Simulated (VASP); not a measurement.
# BN (Pnma) in VASP: a series of runs

One crystal, BN, is run at these levels: LDA; tasks: single point.

Program: VASP 6.6.1. These are calculated values, not measurements. Logs are shortened: lines on timing, memory, paths and dates and some standing lists are left out, and cuts for length are marked.

**1. The undisturbed crystal**

The structure is orthorhombic, space group Pnma (No. 62). Conventional cell: a = 4.880 Å, b = 2.591 Å, c = 4.292 Å, α = 90.00°, β = 90.00°, γ = 90.00°. Around N (site symmetry m) lie 4 B at 1.51 to 1.65 Å. B (site symmetry m) is surrounded by 4 N at 1.51 to 1.65 Å.

Measurements of this composition are mostly on another form, of space group No. 194.

**2. Single point, LDA**

File INCAR:

```
PREC = Accurate
ENCUT = 520
EDIFF = 1E-7
ISMEAR = 0
SIGMA = 0.05
LREAL = F
LASPH = T
NELM = 100
ALGO = Normal
ISIF = 2
LWAVE = F
LCHARG = F
GGA = CA
NBANDS = 26
ADDGRID = F
```

File KPOINTS:

```
Automatic mesh
0
Gamma
  2 3 2
```

File POSCAR:

```
BN
1.0
    4.8800890000      0.0000000000      0.0000000000
    0.0000000000      2.5914640000      0.0000000000
    0.0000000000      0.0000000000      4.2920490000
N B
4 4
Direct
    0.3126810000      0.7789050000      0.1007580000
    0.6862050000      0.2199960000      0.9104900000
    0.1885540000      0.2516410000      0.5901280000
    0.8143530000      0.7609560000      0.4059790000
    0.3484130000      0.2497860000      0.9057480000
    0.1724810000      0.7260260000      0.4021060000
    0.8489350000      0.2255820000      0.5905950000
    0.6397780000      0.7695720000      0.0911510000
```

Potentials or basis: VASP PAW LDA potentials, release 64 (N, B).

Launch:

```
$ cat potpaw_LDA.64/N/POTCAR potpaw_LDA.64/B/POTCAR > POTCAR
$ mpirun -np 1 vasp_std > vasp.out
```

OUTCAR:

```text
PREC = Accurate
   ENCUT = 520
   EDIFF = 1E-7
   ISMEAR = 0
   LREAL = F
   LASPH = T
   NELM = 100
   ISIF = 2
   GGA = CA

 Found      8 irreducible k-points:

 Following reciprocal coordinates:
            Coordinates               Weight
  0.000000  0.000000  0.000000      1.000000
  0.500000  0.000000  0.000000      1.000000
  0.000000  0.333333  0.000000      2.000000
  0.500000  0.333333  0.000000      2.000000
  0.000000  0.000000  0.500000      1.000000
  0.500000  0.000000  0.500000      1.000000
   k-points           NKPTS =      8   k-points in BZ     NKDIM =      8   number of bands    NBANDS=     26
   number of dos      NEDOS =    301   number of ions     NIONS =      8
   total plane-waves  NPLWV =  23040
   dimension x,y,z NGX =    36 NGY =   20 NGZ =   32
   dimension x,y,z NGXF=    72 NGYF=   40 NGZF=   64
   ions per type =               4   4
   NGX,Y,Z   is equivalent  to a cutoff of  12.26, 12.83, 12.39 a.u.
   NGXF,Y,Z  is equivalent  to a cutoff of  24.53, 25.66, 24.79 a.u.
 SYSTEM =  unknown system
   PREC   = accura    normal or accurate (medium, high low for compatibility)
   ISTART =      0    job   : 0-new  1-cont  2-samecut
   ICHARG =      2    charge: 1-file 2-atom 10-const
   ISPIN  =      1    spin polarized calculation?
   LNONCOLLINEAR =      F non collinear calculations
   LSORBIT =      F    spin-orbit coupling
   LASPH  =      T    aspherical Exc in radial PAW
   ENCUT  =  520.0 eV  38.22 Ry    6.18 a.u.   9.07  4.82  7.98*2*pi/ulx,y,z
   NELM   =    100;   NELMIN=  2; NELMDL= -5     # of ELM steps
   EDIFF  = 0.1E-06   stopping-criterion for ELM
   LREAL  =      F    real-space projection
   EDIFFG = 0.1E-05   stopping-criterion for IOM
   NSW    =      0    number of steps for IOM
   IBRION =     -1    ionic relax: 0-MD 1-quasi-New 2-CG
   NFREE  =      0    steps in history (QN), initial steepest desc. (CG)
   ISIF   =      2    stress and relaxation
   ISYM   =      2    0-nonsym 1-usesym 2-fastsym
   POTIM  = 0.5000    time-step for ionic-motion
   TEBEG  =    0.0;   TEEND  =   0.0 temperature during run
   PSTRESS=    0.0 pullay stress
   NELECT =      32.0000    total number of electrons
   NUPDOWN=      -1.0000    fix difference up-down
   EMIN   =  10.00;   EMAX   =-10.00  energy-range for DOS
   EFERMI =   0.00;   METHOD = LEGACY
   ISMEAR =     0;   SIGMA  =   0.05  broadening in eV -4-tet -1-fermi 0-gaus
   EFERMI_NEDOS =   21; number of points for ismear=-14 and -15
   IALGO  =     38    algorithm
   IMIX   =      4    mixing-type and parameters
     AMIX     =   0.40;   BMIX     =  1.00
     AMIX_MAG =   1.60;   BMIX_MAG =  1.00
  volume/ion in A,a.u.               =       6.78        45.79
  Fermi-wavevector in a.u.,A,eV,Ry     =   1.372711  2.594047 25.637923  1.884334
  Thomas-Fermi vector in A             =   2.498293
   LORBIT       =      0    0 simple, 1 ext, 2 COOP (PROOUT), +10 PAW based schemes
   GGA     = CA    functional components
   LHFCALC =     F    Hartree Fock is set to
   AEXX    =    0.0000 exact exchange contribution
   IVDW    =     0    specifies the selected vdW correction
   LEPSILON=     F    determine dielectric tensor
   LRPA    =     F    only Hartree local field effects (RPA)
 non-spin polarized calculation
 Gauss-broadening in eV      SIGMA  =   0.05
  energy-cutoff  :      520.00
  volume of cell :       54.28
 maximum number of plane-waves:      1474
   NGX = 19   NGY =  9   NGZ = 15

 number of electron      31.9999995 magnetization

 Free energy of the ion-electron system (eV)
  ---------------------------------------------------
  ext. energy  EPLUGINS =         0.00000000
  ---------------------------------------------------
  free energy    TOTEN  =       -74.65391306 eV

  energy without entropy =      -74.65391306  energy(sigma->0) =      -74.65391306

 E-fermi :   5.9002     XC(G=0): -12.1721

 val. band max:        5.6535033653   @ k =   0.0000   0.0000   0.0000
 cond. band min:      11.0178741818   @ k =   0.5000   0.0000   0.5000
 fundamental gap:      5.3643708166
 Fermi energy:         5.9001534103

 k-point     1 :       0.0000    0.0000    0.0000
  band No.  band energies     occupation
      1     -14.0425      2.00000
      2     -11.4194      2.00000
      3     -10.3957      2.00000
      4      -8.3313      2.00000
      5      -3.2108      2.00000
      6      -2.8561      2.00000
[... 18 lines left out ...]
     25      16.5952      0.00000
     26      17.6518      0.00000

 k-point     2 :       0.5000    0.0000    0.0000
  band No.  band energies     occupation
      1     -13.4608      2.00000
      2     -12.7806      2.00000
      3      -9.2198      2.00000
      4      -8.7228      2.00000
      5      -3.9095      2.00000
      6      -3.2983      2.00000
[... 18 lines left out ...]
     25      16.6059      0.00000
     26      16.8647      0.00000

 k-point     3 :       0.0000    0.3333    0.0000
  band No.  band energies     occupation
      1     -12.4251      2.00000
      2     -10.1552      2.00000
      3      -9.4325      2.00000
      4      -8.5691      2.00000
      5      -3.3995      2.00000
      6      -2.5465      2.00000
[... 18 lines left out ...]
     25      18.2826      0.00000
     26      18.8232      0.00000

 k-point     4 :       0.5000    0.3333    0.0000
  band No.  band energies     occupation
      1     -11.9298      2.00000
      2     -11.2404      2.00000
      3      -8.9862      2.00000
      4      -8.4331      2.00000
      5      -3.1758      2.00000
      6      -2.8412      2.00000
[... 18 lines left out ...]
     25      17.7081      0.00000
     26      18.3909      0.00000

 k-point     5 :       0.0000    0.0000    0.5000
  band No.  band energies     occupation
      1     -13.2441      2.00000
      2     -12.6523      2.00000
      3      -9.6010      2.00000
      4      -9.1920      2.00000
      5      -4.0016      2.00000
      6      -3.7841      2.00000
[... 18 lines left out ...]
     25      16.9561      0.00000
     26      17.4632      0.00000

 k-point     6 :       0.5000    0.0000    0.5000
  band No.  band energies     occupation
      1     -13.0937      2.00000
      2     -12.4298      2.00000
      3     -10.1916      2.00000
      4      -9.7896      2.00000
      5      -2.4169      2.00000
      6      -1.8660      2.00000
[... 18 lines left out ...]
     25      17.3041      0.00000
     26      18.5039      0.00000

 [... further k-points ...]

------------------------ aborting loop because EDIFF is reached ----------------------------------------

  FORCE on cell =-STRESS in cart. coord.  units (eV):
  Direction    XX          YY          ZZ          XY          YZ          ZX
  --------------------------------------------------------------------------------------
  -------------------------------------------------------------------------------------
  Total       -5.0571979     -0.0121711     -2.0803572      1.2209153     -2.0904383     -0.6848173
  in kB     -149.2735760     -0.3592550    -61.4060119     36.0378207    -61.7035772    -20.2137873
  external PRESSURE =     -70.3462810 kB  Pullay stress =       0.0000000 kB

 VOLUME and BASIS-vectors are now :
 -----------------------------------------------------------------------------
  energy-cutoff  :      520.00
  volume of cell :       54.28
      direct lattice vectors                 reciprocal lattice vectors
     4.880089000  0.000000000  0.000000000     0.204914296  0.000000000  0.000000000
     0.000000000  2.591464000  0.000000000     0.000000000  0.385882266  0.000000000
     0.000000000  0.000000000  4.292049000     0.000000000  0.000000000  0.232988952

 POSITION                                       TOTAL-FORCE (eV/Angst)
 -----------------------------------------------------------------------------------
      1.52591      2.01850      0.43246         0.770207     -2.334990     -0.744568
      3.34874      0.57011      3.90787        -0.516303      3.510865     -2.281585
      0.92016      0.65212      2.53286         0.442473     -1.410028      1.693128
      3.97412      1.97199      1.74248        -0.099091     -2.486250     -1.276092
      1.70029      0.64731      3.88751        -0.844056      1.350533     -1.120930
      0.84172      1.88147      1.72586        -1.389252      2.222112      0.150384
      4.14288      0.58459      2.53486        -0.682778      2.178374      1.137235
      3.12217      1.99432      0.39122         2.318800     -3.030615      2.442427
 -----------------------------------------------------------------------------------
    total drift:                                0.000178     -0.000002     -0.000075

  FREE ENERGIE OF THE ION-ELECTRON SYSTEM (eV)
  ---------------------------------------------------
  free  energy   TOTEN  =       -74.6539130560 eV

  energy  without entropy=      -74.6539130560  energy(sigma->0) =      -74.65391306
```

Wall time 8.4 s (1 thread of Intel Xeon Platinum 8259CL at 2.50GHz (Skylake/Cascade Lake), shared host); peak memory 0.13 GiB.

These settings aren't checked as converged: the numbers below hold their error.

Results:

- Free energy: -74.6539 eV
- Pressure: -7.0 GPa
- Largest force: 4.531 eV/Å
- Band gap on the k mesh: 5.36 eV, indirect (least direct gap 5.77 eV)

Caveat: the k mesh is coarse (spacing up to 0.81 Å⁻¹), so the values aren't converged; an odd mesh through Γ misses points on the zone boundary, where band edges often lie.

**3. Single point, LDA**

INCAR, as its differences from that of step 2:

```diff
@@ -1,3 +1,3 @@
 PREC = Accurate
-ENCUT = 520
+ENCUT = 340
 EDIFF = 1E-7
```

File KPOINTS:

```
Automatic mesh
0
Gamma
  2 4 3
```

POSCAR is that of step 2.

Potentials or basis: VASP PAW LDA potentials, release 64 (N, B).

Launch:

```
$ cat potpaw_LDA.64/N/POTCAR potpaw_LDA.64/B/POTCAR > POTCAR
$ mpirun -np 1 vasp_std > vasp.out
```

It took 10 s on 1 thread of Intel Xeon Platinum 8259CL at 2.50GHz (Skylake/Cascade Lake), shared host; peak memory 0.12 GiB.

The run converged, but a check on its numbers failed (symmetry, net force, bounds or a known fault of this set-up), so they aren't taken as properties of the crystal.

Caveat: the k mesh is coarse (spacing up to 0.64 Å⁻¹), so the values aren't converged; the cutoff lies under the usual one of these potentials, so the numbers hold a large basis-set error; an odd mesh through Γ misses points on the zone boundary, where band edges often lie.

**4. Single point, LDA**

INCAR, as its differences from that of step 3:

```diff
@@ -1,3 +1,3 @@
 PREC = Accurate
-ENCUT = 340
+ENCUT = 650
 EDIFF = 1E-7
```

File KPOINTS:

```
Automatic mesh
0
Gamma
  2 3 2
```

POSCAR is that of step 3.

Launch:

```
$ cat potpaw_LDA.64/N/POTCAR potpaw_LDA.64/B/POTCAR > POTCAR
$ mpirun -np 1 vasp_std > vasp.out
```

Wall time 13 s (1 thread of Intel Xeon Platinum 8259CL at 2.50GHz (Skylake/Cascade Lake), shared host); peak memory 0.15 GiB.

The run converged, but some of its settings lie outside the range that counts as converged, so its numbers aren't taken as properties of the crystal.

Results:

| Property | Result |
| --- | --- |
| Free energy | -74.6696 eV |
| Pressure | -7.3 GPa |
| Largest force | 4.530 eV/Å |
| Band gap on the k mesh | 5.37 eV, indirect (least direct gap 5.77 eV) |

Caveat: the k mesh is coarse (spacing up to 0.81 Å⁻¹), so the values aren't converged; an odd mesh through Γ misses points on the zone boundary, where band edges often lie.

**5. The reference run**

An earlier run on the cell as given: functional PBE; potentials or basis VASP PAW PBE potentials, release 64 (N, B); cutoff 520 eV; k mesh 6 × 10 × 6; occupations fermi-dirac, width 0.05 eV; no spin polarisation.

- Pressure: 0.0 GPa
- Largest force: 0.068 eV/Å
- Band gap on the k mesh: 5.67 eV, indirect (least direct gap 6.26 eV)
